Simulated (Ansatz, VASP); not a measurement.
## One calculation of Ru, two programs

```xyz
2
Lattice="2.7078 0.0000 0.0000 -1.3539 2.3450 0.0000 0.0000 0.0000 4.2681" Properties=species:S:1:pos:R:3 pbc="T T T"
Ru    0.0000    1.5634    1.0670
Ru    1.3539    0.7817    3.2011
```

Alike in both runs: task single point; functional LDA; k mesh 9 × 9 × 4; occupations gaussian, width 0.1 eV; no spin polarisation.

|  | VASP | Ansatz |
| --- | --- | --- |
| version | VASP 6.6.1 | Ansatz 0.2.0 |
| potentials or method | VASP PAW LDA potentials, release 64 (Ru_pv) | scalar-relativistic, plane waves, PAW |
| plane-wave cutoff (eV) | 520 | 420 |
| valence electrons in the cell | 28 | 32 |

Ansatz gave:

```
gap on the k mesh at the Fermi level (eV)       : none
pressure (GPa)                                  : -11.5
largest component of the traceless stress (GPa) : 1.11
```

Problem. What did VASP give for the same quantities?

Solution. gap on the k mesh at the Fermi level (eV): none; pressure (GPa): -10.7; largest component of the traceless stress (GPa): 1.00.

A gap of «none» marks a metal or a gap that the smearing closes. The two sets of potentials don't hold the same shells in valence. Ansatz warned: «pseudo_functional_mismatch».

Caveats: the k mesh is coarse (spacing up to 0.37 Å⁻¹), so the values aren't converged.
